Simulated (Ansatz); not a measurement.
## AlGaN2: zone-centre modes

The calculation used Ansatz, DFT LDA, scalar-relativistic, plane waves, PAW. Settings: plane waves to 420 eV, k-mesh 8×8×6 (Γ-centred), Gaussian smearing 0.05 eV. No spin polarisation.

Zero of the scan (relaxed at this level; it needn't be the usual structure):

```xyz
4
Lattice="3.1153 0.0000 0.0000 0.0000 3.1153 0.0000 0.0000 0.0000 4.3843" Properties=species:S:1:pos:R:3 pbc="T T T"
Al    1.5576    1.5576    2.1922
Ga    0.0000    0.0000    0.0000
N     1.5576    0.0000    3.2446
N     0.0000    1.5576    1.1397
```

Harmonic modes by finite displacements of 0.02 Å, without the LO–TO term.

Task: At this geometry, is the structure stable against these modes?

Result: Yes: no mode is imaginary beyond 10 cm⁻¹, and only the three translations lie near zero.

Task: List the wavenumbers in cm⁻¹.

Result: 0, 0, 0, 258, 258, 444, 585, 585, 630, 680, 680, 704.

Cost: 1 run of about 0.51 core-minutes, on Intel Xeon Platinum 8375C (Ice Lake) (shared hosts).